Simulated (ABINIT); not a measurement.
# Ta (Im-3m) in ABINIT: further runs

One crystal, Ta, is run at these levels: PBEsol, LDA; tasks: relaxation of cell and atoms, single point.

Everything below comes from runs of ABINIT 10.8.3 (patched build). Logs are shortened: lines on timing, memory, paths and dates and some standing lists are left out, and cuts for length are marked. The log counts tension as positive stress, the text compression.

**1. The structure**

Symmetry: Im-3m, No. 229, cubic system. The conventional cell has a = 3.303 Å, b = 3.303 Å, c = 3.303 Å, α = 90.00°, β = 90.00°, γ = 90.00°. Ta (site symmetry m-3m) has 8 Ta at 2.86 Å as nearest neighbours.

**2. Relaxation of cell and atoms, PBEsol**

Contents of run.abi:

```
pp_dirpath "./"
pseudos "Ta.upf"

acell 5.4048073095 5.4048073095 5.4048073095
rprim
    -0.5773502692     0.5773502692     0.5773502692
     0.5773502692    -0.5773502692     0.5773502692
     0.5773502692     0.5773502692    -0.5773502692
ntypat 1
znucl 73
natom 1
typat 1
chkprim 0
chksymtnons 0
tolsym 1.0e-6
xred
            0.0            0.0            0.0

ecut 789.130201 eV
ecutsm 0.5

kptopt 1
ngkpt 8 8 8
nshiftk 1
shiftk 0.0 0.0 0.0

ixc -116133

nband 11
occopt 3
tsmear 0.05 eV

nstep 80
tolvrs 1.0e-12

iomode 3
prteig 0
prtebands 0
prtwf 0
prtden 0

ionmov 2
optcell 2
ntime 50
tolmxf 2.0e-5
dilatmx 1.08
```

Potentials or basis: PseudoDojo NC SR PBEsol v0.4.1 standard.

Launch:

```bash
abinit run.abi > log 2>&1
```

run.abo:

```text
.Version 10.8.3 of ABINIT
 Symmetries : space group Im -3 m (#229); Bravais cI (body-center cubic)
================================================================================
 Values of the parameters that define the memory need of the present run
     intxc =       0    ionmov =       2      iscf =       7    lmnmax =       8
     lnmax =       8     mgfft =      30  mpssoang =       4    mqgrid =    3001
     natom =       1  nloc_mem =       1    nspden =       1   nspinor =       1
    nsppol =       1      nsym =      48    n1xccc =    2501    ntypat =       1
    occopt =       3   xclevel =       2
       mpw =        1165          nfft =       27000          nkpt =          29
================================================================================
================================================================================

--------------------------------------------------------------------------------
------------- Echo of variables that govern the present computation ------------
--------------------------------------------------------------------------------
 -outvars: echo values of preprocessed input variables --------
            acell      5.4048073095E+00  5.4048073095E+00  5.4048073095E+00 Bohr
              amu      1.80947900E+02
          chkprim           0
      chksymtnons           0
          dilatmx      1.08000000E+00
             ecut      2.90000000E+01 Hartree
           ecutsm      5.00000000E-01 Hartree
           ionmov           2
              ixc     -116133
         kptrlatt        8    0    0      0    8    0      0    0    8
          kptrlen      4.32384585E+01
            natom           1
            nband          11
            ngfft          30      30      30
             nkpt          29
            nstep          80
             nsym          48
            ntime          50
           ntypat           1
           occopt           3
          optcell           2
           prtden           0
        prtebands           0
           prteig           0
            prtwf           0
            rprim     -5.7735026920E-01  5.7735026920E-01  5.7735026920E-01
                       5.7735026920E-01 -5.7735026920E-01  5.7735026920E-01
                       5.7735026920E-01  5.7735026920E-01 -5.7735026920E-01
          spgroup         229
           tolmxf      2.00000000E-05
           tolsym      1.00000000E-06
           tolvrs      1.00000000E-12
           tsmear      1.83746611E-03 Hartree
            typat      1
            znucl       73.00000

================================================================================

 chkinp: Checking input parameters for consistency.

================================================================================
== DATASET  1 ==================================================================

--- !DatasetInfo
iteration_state: {dtset: 1, }
dimensions: {natom: 1, nkpt: 29, mband: 11, nsppol: 1, nspinor: 1, nspden: 1, mpw: 1165, }
cutoff_energies: {ecut:  29.0, pawecutdg:  -1.0, }
electrons: {nelect:   1.30000000E+01, charge:   0.00000000E+00, occopt:   3.00000000E+00, tsmear:   1.83746611E-03, }
meta: {optdriver: 0, ionmov: 2, optcell: 2, iscf: 7, paral_kgb: 0, }
...

 Real(R)+Recip(G) space primitive vectors, cartesian coordinates (Bohr,Bohr^-1):
 R(1)= -3.1204670  3.1204670  3.1204670  G(1)=  0.0000000  0.1602324  0.1602324
 R(2)=  3.1204670 -3.1204670  3.1204670  G(2)=  0.1602324  0.0000000  0.1602324
 R(3)=  3.1204670  3.1204670 -3.1204670  G(3)=  0.1602324  0.1602324  0.0000000
 Unit cell volume ucvol=  1.2153987E+02 bohr^3
 Angles (23,13,12)=  1.09471221E+02  1.09471221E+02  1.09471221E+02 degrees

 getcut: wavevector=  0.0000  0.0000  0.0000  ngfft=  30  30  30
         ecut(hartree)=     33.826   => boxcut(ratio)=   2.12008

--- Pseudopotential description ------------------------------------------------
- pspini: atom type   1  psp file is ./Ta.upf
  73.00000  13.00000  180301                  znucl, zion, pspdat
12 -116133 3 -1 1432                          pspcod,pspxc,lmax,lloc,mmax
     nproj     2     2     2     2

   2.82201481E+02                                ecore*ucvol(ha*bohr**3)
--------------------------------------------------------------------------------

================================================================================

=== [ionmov= 2] Broyden-Fletcher-Goldfarb-Shanno method (forces)
================================================================================

--- Iteration: ( 1/50) Internal Cycle: (1/1)
--------------------------------------------------------------------------------

---SELF-CONSISTENT-FIELD CONVERGENCE--------------------------------------------

--- !BeginCycle
iteration_state: {dtset: 1, itime: 1, icycle: 1, }
solver: {iscf: 7, nstep: 80, nline: 4, wfoptalg: 0, }
tolerances: {tolvrs: 1.00E-12, }
...

     iter   Etot(hartree)      deltaE(h)  residm     vres2
 ETOT  1  -65.062680491440    -6.506E+01 1.452E-01 1.960E+01
 ETOT  2  -65.082208490864    -1.953E-02 3.559E-03 1.541E+00
 ETOT  3  -65.082512299648    -3.038E-04 2.057E-03 2.609E-03
 ETOT  4  -65.082512856845    -5.572E-07 5.266E-04 1.860E-06
 ETOT  5  -65.082512857152    -3.079E-10 9.002E-04 1.400E-08
 ETOT  6  -65.082512857154    -1.918E-12 2.151E-03 1.137E-10
 ETOT  7  -65.082512857155    -7.248E-13 2.195E-03 9.665E-14

 At SCF step    7       vres2   =  9.67E-14 < tolvrs=  1.00E-12 =>converged.

 Cartesian components of stress tensor (hartree/bohr^3)
  sigma(1 1)=  1.93022165E-04  sigma(3 2)=  0.00000000E+00
  sigma(2 2)=  1.93022165E-04  sigma(3 1)=  0.00000000E+00
  sigma(3 3)=  1.93022165E-04  sigma(2 1)=  0.00000000E+00

--- !ResultsGS
iteration_state: {dtset: 1, itime: 1, icycle: 1, }
comment   : Summary of ground state results
lattice_vectors:
- [ -3.1204670,   3.1204670,   3.1204670, ]
- [  3.1204670,  -3.1204670,   3.1204670, ]
- [  3.1204670,   3.1204670,  -3.1204670, ]
lattice_lengths: [   5.40481,    5.40481,    5.40481, ]
lattice_angles: [109.471, 109.471, 109.471, ] # degrees, (23, 13, 12)
lattice_volume:   1.2153987E+02
convergence: {deltae: -7.248E-13, res2:  9.665E-14, residm:  2.195E-03, diffor: null, }
etotal    :  -6.50825129E+01
entropy   :   0.00000000E+00
fermie    :   4.93896430E-01
cartesian_stress_tensor: # hartree/bohr^3
- [  1.93022165E-04,   0.00000000E+00,   0.00000000E+00, ]
- [  0.00000000E+00,   1.93022165E-04,   0.00000000E+00, ]
- [  0.00000000E+00,   0.00000000E+00,   1.93022165E-04, ]
pressure_GPa:  -5.6789E+00
xred      :
- [  0.0000E+00,   0.0000E+00,   0.0000E+00, Ta]
cartesian_forces: # hartree/bohr
- [ -0.00000000E+00,  -0.00000000E+00,  -0.00000000E+00, ]
force_length_stats: {min:   0.00000000E+00, max:   0.00000000E+00, mean:   0.00000000E+00, }
...
[... 268 lines left out ...]
---OUTPUT-----------------------------------------------------------------------

 Cartesian coordinates (xcart) [bohr]
  0.00000000000000E+00  0.00000000000000E+00  0.00000000000000E+00
 Reduced coordinates (xred)
  0.00000000000000E+00  0.00000000000000E+00  0.00000000000000E+00
 Cartesian forces (fcart) [Ha/bohr]; max,rms= 0.00000E+00 0.00000E+00 (free atoms)
 -0.00000000000000E+00 -0.00000000000000E+00 -0.00000000000000E+00
 Gradient of E wrt nuclear positions in reduced coordinates (gred)
 -0.00000000000000E+00 -0.00000000000000E+00 -0.00000000000000E+00
 Scale of Primitive Cell (acell) [bohr]
  5.35548675019751E+00  5.35548675019751E+00  5.35548675019751E+00
 Real space primitive translations (rprimd) [bohr]
 -3.09199171686801E+00  3.09199171686801E+00  3.09199171686801E+00
  3.09199171686801E+00 -3.09199171686801E+00  3.09199171686801E+00
  3.09199171686801E+00  3.09199171686801E+00 -3.09199171686801E+00
 Unitary Cell Volume (ucvol) [Bohr^3]=  1.18242868467523E+02
 Angles (23,13,12)= [degrees]
  1.09471220634491E+02  1.09471220634491E+02  1.09471220634491E+02
 Lengths [Bohr]
  5.35548675019751E+00  5.35548675019751E+00  5.35548675019751E+00
 Stress tensor in cartesian coordinates (strten) [Ha/bohr^3]
  3.97385612020684E-08  0.00000000000000E+00  0.00000000000000E+00
  0.00000000000000E+00  3.97385611985990E-08  0.00000000000000E+00
  0.00000000000000E+00  0.00000000000000E+00  3.97385611985990E-08
 Total energy (etotal) [Ha]= -6.50828392168796E+01

 Difference of energy with previous step (new-old):
           Absolute (Ha)=-7.15806E-08
           Relative     =-1.09984E-09

 At Broyd/MD step   4, gradients are converged :
  max grad (force/stress) = 3.9739E-06 < tolmxf= 2.0000E-05 ha/bohr (free atoms)

================================================================================

 ----iterations are completed or convergence reached----

 Mean square residual over all n,k,spin=   52.254E-10; max=  16.669E-07
 reduced coordinates (array xred) for    1 atoms
       0.000000000000      0.000000000000      0.000000000000
 rms dE/dt=  0.0000E+00; max dE/dt=  0.0000E+00; dE/dt below (all hartree)
    1       0.000000000000      0.000000000000      0.000000000000

 cartesian coordinates (angstrom) at end:
    1      0.00000000000000     0.00000000000000     0.00000000000000

 cartesian forces (hartree/bohr) at end:
    1     -0.00000000000000    -0.00000000000000    -0.00000000000000
 frms,max,avg= 0.0000000E+00 0.0000000E+00   0.000E+00  0.000E+00  0.000E+00 h/b

 cartesian forces (eV/Angstrom) at end:
    1     -0.00000000000000    -0.00000000000000    -0.00000000000000
 frms,max,avg= 0.0000000E+00 0.0000000E+00   0.000E+00  0.000E+00  0.000E+00 e/A
 length scales=  5.355486750198  5.355486750198  5.355486750198 bohr
              =  2.834001539575  2.834001539575  2.834001539575 angstroms
 Fermi (or HOMO) energy (hartree) =   0.50939   Average Vxc (hartree)=  -0.49229
 Eigenvalues (hartree) for nkpt=  29  k points:
 kpt#   1, nband= 11, wtk=  0.00195, kpt=  0.0000  0.0000  0.0000 (reduced coord)
  -1.95312   -0.69890   -0.69890   -0.69890    0.21492    0.53662    0.53662    0.53662
   0.66042    0.66042    1.05079
      occupation numbers for kpt#   1
   2.00000    2.00000    2.00000    2.00000    2.00000    0.00000    0.00000    0.00000
   0.00000    0.00000    0.00000
 prteigrs : prtvol=0 or 1, do not print more k-points.

--- !EnergyTerms
iteration_state     : {dtset: 1, itime: 4, icycle: 1, }
comment             : Components of total free energy in Hartree
kinetic             :  1.72049076601763E+01
hartree             :  7.17126215487847E+00
xc                  : -1.47215849816857E+01
Ewald energy        : -4.97276924782691E+01
psp_core            :  2.38662579999487E+00
local_psp           : -3.19416211933665E+01
non_local_psp       :  4.54550002284627E+00
internal            : -6.50826030154254E+01
'-kT*entropy'       : -2.36201454197056E-04
total_energy        : -6.50828392168796E+01
total_energy_eV     : -1.77099427591559E+03
band_energy         : -6.06256874570460E+00
...

 Cartesian components of stress tensor (hartree/bohr^3)
  sigma(1 1)=  3.97385612E-08  sigma(3 2)=  0.00000000E+00
  sigma(2 2)=  3.97385612E-08  sigma(3 1)=  0.00000000E+00
  sigma(3 3)=  3.97385612E-08  sigma(2 1)=  0.00000000E+00

-Cartesian components of stress tensor (GPa)         [Pressure= -1.1691E-03 GPa]
- sigma(1 1)=  1.16914884E-03  sigma(3 2)=  0.00000000E+00
- sigma(2 2)=  1.16914884E-03  sigma(3 1)=  0.00000000E+00
- sigma(3 3)=  1.16914884E-03  sigma(2 1)=  0.00000000E+00

== END DATASET(S) ==============================================================
================================================================================

 -outvars: echo values of variables after computation  --------
            acell      5.3554867502E+00  5.3554867502E+00  5.3554867502E+00 Bohr
           etotal     -6.5082839217E+01
            fcart     -0.0000000000E+00 -0.0000000000E+00 -0.0000000000E+00
            rprim     -5.7735026919E-01  5.7735026919E-01  5.7735026919E-01
                       5.7735026919E-01 -5.7735026919E-01  5.7735026919E-01
                       5.7735026919E-01  5.7735026919E-01 -5.7735026919E-01
           strten      3.9738561202E-08  3.9738561199E-08  3.9738561199E-08
                       0.0000000000E+00  0.0000000000E+00  0.0000000000E+00
 Calculation completed.
```

Wall time 25 s (1 thread of Arm Neoverse V2, shared host); peak memory 0.07 GiB.

Results:

* Free energy: -1770.9943 eV
* Relaxed volume: 17.52 Å³/atom
* Relaxed cell: a = 2.834 Å, b = 2.834 Å, c = 2.834 Å, α = 109.47°, β = 109.47°, γ = 109.47°
* Space group after relaxing (to 0.05 Å): Im-3m (No. 229)
* Energy gained by relaxing: 8.9 meV/atom
* Ionic steps: 4
* Pressure after relaxing: 0.0 GPa
* Band gap on the k mesh: none (metal or under the smearing width)

Step by step:
```csv
step,energy change (eV),largest force (eV/Å),pressure (GPa),volume (Å³)
1,0.0000,0.0000,-5.68,18.01
2,-0.0077,0.0000,-2.17,17.70
3,-0.0089,0.0000,0.09,17.51
4,-0.0089,0.0000,0.00,17.52
```

Final structure:
```
Ta
1.0
    -1.63621    1.63621    1.63621
     1.63621   -1.63621    1.63621
     1.63621    1.63621   -1.63621
Ta
1
Direct
  0.00000 0.00000 0.00000
```

Spin-orbit coupling is left out, which matters for the levels of Ta.

**3. Single point, PBEsol (cell relaxed)**

Contents of run.abi:

```
pp_dirpath "./"
pseudos "Ta.upf"

acell 2.8340015365 2.8340015365 2.8340015365 Angstrom
rprim
    -0.5773502692     0.5773502692     0.5773502692
     0.5773502692    -0.5773502692     0.5773502692
     0.5773502692     0.5773502692    -0.5773502692
ntypat 1
znucl 73
natom 1
typat 1
xcart
     0.0000000000     0.0000000000     0.0000000000 Angstrom
chkprim 0
chksymtnons 0
tolsym 1.0e-6

ecut 789.130201 eV

kptopt 1
ngkpt 8 8 8
nshiftk 1
shiftk 0.0 0.0 0.0

ixc -116133

nband 11
occopt 3
tsmear 0.05 eV

nstep 100
tolvrs 1.0e-10

iomode 3
prtwf 0
prteig 0
prtebands 0
enunit 2
prtden 1
prtvha 1
prtvclmb 1
prtpot 1
prtelf 1
```

Potentials or basis: PseudoDojo NC SR PBEsol v0.4.1 standard.

Launch:

```bash
abinit run.abi > log 2>&1
```

Run time: 5.2 s. Hardware: 1 thread of Arm Neoverse V2, shared host; peak memory 0.07 GiB.

It converged, with:

```
Free energy                                           : -1770.9943 eV
Pressure                                              : 0.0 GPa
Band gap on the k mesh                                : none (metal or under the smearing width)
Valence electrons inside the program's atomic spheres : Ta 9.30 (radii [1.0584] Å)
```

Levels at points of the mesh, in eV from the Fermi level:
```
           k point  band 3  band 4  band 5  band 6  band 7  band 8  band 9  band 10
(0.00, 0.00, 0.00)  -32.88  -32.88   -8.01    0.74    0.74    0.74    4.11     4.11
(0.50, 0.00, 0.00)  -33.29  -32.89   -4.49   -1.61    1.75    4.01    5.08     8.11
(0.50, 0.50, 0.50)  -33.78  -33.78   -3.96   -3.96    7.10    7.10    7.10     8.85
```

The run has no spin-orbit coupling, so splittings on Ta are missing.

**4. Single point, LDA**

Contents of run.abi:

```
pp_dirpath "./"
pseudos "Ta.upf"

acell 3*1.0
rprim
    -3.1204669551     3.1204669551     3.1204669551
     3.1204669551    -3.1204669551     3.1204669551
     3.1204669551     3.1204669551    -3.1204669551
ntypat 1
znucl 73
natom 1
typat 1
xred
     0.0000000000     0.0000000000     0.0000000000

ecut 26.0

kptopt 1
ngkpt 8 8 8
nshiftk 1
shiftk 0.0 0.0 0.0

ixc 7

nband 11
occopt 3
tsmear 0.05 eV

nstep 100
tolvrs 1.0e-10

iomode 3
prtwf 0
prtden 0
prteig 0
prtebands 0
enunit 1
```

Potentials or basis: PseudoDojo NC SR LDA v0.4.1 standard.

Launch:

```bash
abinit run.abi > log 2>&1
```

Wall time 17 s (1 thread of AMD EPYC (Zen 3), shared host); peak memory 0.06 GiB.

It converged, with:

```
Free energy                                           : -1773.2030 eV
Pressure                                              : -12.2 GPa
Band gap on the k mesh                                : none (metal or under the smearing width)
Valence electrons inside the program's atomic spheres : Ta 9.32 (radii [1.0584] Å)
```

Levels at points of the mesh, in eV from the Fermi level:
| k point | band 3 | band 4 | band 5 | band 6 | band 7 | band 8 | band 9 | band 10 |
| --- | --- | --- | --- | --- | --- | --- | --- | --- |
| (0.00, 0.00, 0.00) | -33.00 | -33.00 | -7.88 | 0.70 | 0.70 | 0.70 | 3.95 | 3.95 |
| (0.50, 0.00, 0.00) | -33.39 | -33.01 | -4.37 | -1.56 | 1.70 | 3.83 | 4.85 | 7.78 |
| (0.50, 0.50, 0.50) | -33.83 | -33.83 | -3.79 | -3.79 | 6.81 | 6.81 | 6.81 | 8.65 |

Spin-orbit coupling is left out, which matters for the levels of Ta.

**5. The runs side by side**

```csv
task,level,potentials or basis,cell,cutoff (eV),cell freedom (optcell),optimiser (ionmov),cutoff smearing ecutsm (Ha),force stop (Ha/bohr),gap on the mesh (eV),pressure (GPa)
relaxation of cell and atoms,PBEsol,PseudoDojo NC SR PBEsol v0.4.1 standard,relaxed,789,2,2,0.5,2e-05,none,0.0
single point,PBEsol,PseudoDojo NC SR PBEsol v0.4.1 standard,cell relaxed,789,-,-,-,-,none,0.0
single point,LDA,PseudoDojo NC SR LDA v0.4.1 standard,as given,707,-,-,-,-,none,-12.2
```

Alike in all rows: no spin polarisation; k mesh 8 × 8 × 8; smearing fermi-dirac 0.05 eV.

Total energies depend on the potentials used, so only differences within one code and one set of settings carry meaning.
